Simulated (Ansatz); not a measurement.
**SrTiO3: the band gap up the ladder of functionals**

One table from this session's results is given with a row withheld; the runs are named, their logs left out.

Program: Ansatz 0.2.0. PAW datasets, plane waves. Calculated at 0 K for a non-magnetic cell.

## The cell

The cell was relaxed beforehand with r2SCAN.

It is tetragonal, I4/mcm (No. 140); conventional cell a = 5.518 Å, c = 7.827 Å, 11.92 Å³ an atom. Around Sr lie 12 O at 2.67–2.86 Å; around Ti lie 6 O at 1.96 Å; around O lie 2 Ti at 1.96 Å and 4 Sr at 2.67–2.86 Å; around O lie 2 Ti at 1.96 Å and 4 Sr at 2.76 Å.

Structure file:

```cif
data_structure
_symmetry_space_group_name_H-M 'P 1'
_symmetry_Int_Tables_number 1
_cell_length_a 5.5263
_cell_length_b 5.5263
_cell_length_c 5.5263
_cell_angle_alpha 120.101
_cell_angle_beta 120.101
_cell_angle_gamma 89.825
_cell_volume 119.15
loop_
_atom_site_label
_atom_site_type_symbol
_atom_site_fract_x
_atom_site_fract_y
_atom_site_fract_z
_atom_site_occupancy
Sr1 Sr 0.75000 0.25000 0.50000 1
Sr2 Sr 0.25000 0.75000 0.50000 1
Ti1 Ti 0.00000 0.00000 0.00000 1
Ti2 Ti 0.50000 0.50000 0.00000 1
O1 O 0.76690 0.26690 0.03380 1
O2 O 0.26690 0.23310 0.50000 1
O3 O 0.73310 0.76690 0.50000 1
O4 O 0.23310 0.73310 0.96620 1
O5 O 0.75000 0.75000 0.00000 1
O6 O 0.25000 0.25000 0.00000 1
```

Set-up of the first run:

input.yaml reads:

```yaml
crystal:
  lattice:
    - [-2.7589050188, 2.7589050188, 3.9136137885]
    - [2.7589050188, -2.7589050188, 3.9136137885]
    - [2.7589050188, 2.7589050188, -3.9136137885]
  atoms:
    - { symbol: Sr, position: [0.75, 0.25, 0.5] }
    - { symbol: Sr, position: [0.25, 0.75, 0.5] }
    - { symbol: Ti, position: [0.0, 0.0, 0.0] }
    - { symbol: Ti, position: [0.5, 0.5, 0.0] }
    - { symbol: O, position: [0.7669008891, 0.2669008891, 0.0338017781] }
    - { symbol: O, position: [0.2669008891, 0.2330991109, 0.5] }
    - { symbol: O, position: [0.7330991109, 0.7669008891, 0.5] }
    - { symbol: O, position: [0.2330991109, 0.7330991109, 0.9661982219] }
    - { symbol: O, position: [0.75, 0.75, 0.0] }
    - { symbol: O, position: [0.25, 0.25, 0.0] }
kpoints:
  mp_grid: { grid: [6, 6, 6] }
  band_path:
    path:
      - [[0.0, 0.0, 0.0], [-3.024082300668e-18, 3.024082300668e-18, 0.5], [0.25, 0.25, 0.25], [-1.953638226695e-17, 0.5, 1.953638226695e-17], [0.0, 0.0, 0.0], [0.5, 0.5, -0.5], [0.3742388938866, 0.6257611061134, -0.3742388938866]]
      - [[-0.3742388938866, 0.3742388938866, 0.3742388938866], [0.0, 0.0, 0.0]]
      - [[-3.024082300668e-18, 3.024082300668e-18, 0.5], [-0.2484777877732, 0.2484777877732, 0.5]]
      - [[0.5, 0.5, -0.2484777877732], [0.5, 0.5, -0.5]]
    npoints: 10
hamiltonian:
  xc: pbe
scf:
  occupations: { method: fermi_dirac, width: 0.02 }
  n_extra_bands: 6
output:
  forces: true
  stress: true
  eigenvalues: true
  write_density: true
  write_potential: true
  elf: true
  volumetric_format: npy
```

Run with:

```sh
ansatz run input.yaml --threads 4 --pin off --max-ram 6451MiB --backend cpu --events-out ev --progress --plain --runs-dir out
```

Steps of the session up to this table: PBE band path; r2SCAN at the same geometry; Single point with HSE06; Single point with PBE+SOC; PBE0.

One of the session's tables, all rows but one given; the rest of the session is left out.

```
  level  gap (eV)
    PBE      1.94
 r2SCAN      2.31
  HSE06      3.39
PBE+SOC         ?
   PBE0      4.13
```

**Question.** Estimate the row for PBE+SOC.

As computed: gap (eV): 1.93. In the column «gap (eV)» it is the lowest.

Meshes: PBE 6×6×6, r2SCAN 6×6×6, HSE06 4×4×4, PBE+SOC 6×6×6, PBE0 4×4×4

In words: PBE+SOC gives the least gap, 1.93 eV, and PBE0 the largest, 4.13 eV. Against HSE06, PBE is short by 1.45 eV, at 57 % of it, and r2SCAN 68 %. PBE0 lies 0.74 eV above HSE06, which differs from it by screening the long-range exchange.

To keep in mind: Warnings in the runs' records: stress scf threshold loose, stress exchange threshold loose.
